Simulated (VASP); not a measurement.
A run of VASP 6.6.1 is set up as follows.

POSCAR

```
W
1.0
   -1.5823450000      1.5823450000      1.5823450000
    1.5823450000     -1.5823450000      1.5823450000
    1.5823450000      1.5823450000     -1.5823450000
W
1
Direct
    0.0000000000      0.0000000000      0.0000000000
```

INCAR.step1

```
  PREC = Accurate
  ENCUT = 600
  EDIFF = 1E-5
  ISMEAR = -1
  SIGMA = 0.05
  LREAL = False
  LASPH = True
  NELM = 80
  ALGO = Normal
  LWAVE = True
  LCHARG = False
  GGA = PE
```

INCAR.step2

```
  PREC = Accurate
  ENCUT = 600
  EDIFF = 1E-7
  ISMEAR = -1
  SIGMA = 0.05
  LREAL = False
  LASPH = True
  NELM = 80
  ALGO = Normal
  ISIF = 3
  LWAVE = False
  LCHARG = False
  GGA = PE
  LHFCALC = True
  AEXX = 0.25
  PRECFOCK = Fast
  IBRION = 2
  NSW = 60
  EDIFFG = -0.02
  ISTART = 1
```

KPOINTS

```
Automatic mesh
0
Gamma
  6 6 6
```

Potentials or basis: VASP PAW PBE potentials, release 64 (W_sv).

The run is started by

```console
$ cat potpaw_PBE.64/W_sv/POTCAR > POTCAR
$ cp INCAR.step1 INCAR
$ mpirun -np 1 vasp_std > vasp.out
$ cp INCAR.step2 INCAR
$ mpirun -np 1 vasp_std > vasp.out
```

Q: Predict the relaxed cell.

A: a = 2.731 Å, b = 2.731 Å, c = 2.731 Å, α = 109.47°, β = 109.47°, γ = 109.47°.

Q: Predict the relaxed volume.

A: 15.68 Å³/atom.

Q: Predict the space group after relaxing (to 0.05 Å).

A: Im-3m (No. 229).

Q: What does it give for the band gap on the k mesh?

A: None (metal or under the smearing width).

Step by step:
```tsv
step	energy change (eV)	largest force (eV/Å)	pressure (GPa)	volume (Å³)
1	0.0000	0.0000	-3.67	15.85
2	0.0281	0.0000	15.55	15.03
3	-0.0020	0.0000	-0.03	15.68
```

Caveat: the k mesh is coarse (spacing up to 0.47 Å⁻¹), so the values aren't converged, least of all with exact exchange; the PAW data sets were made with another functional, which shifts forces and pressure a little. Spin-orbit coupling is left out, which matters for the levels of W.
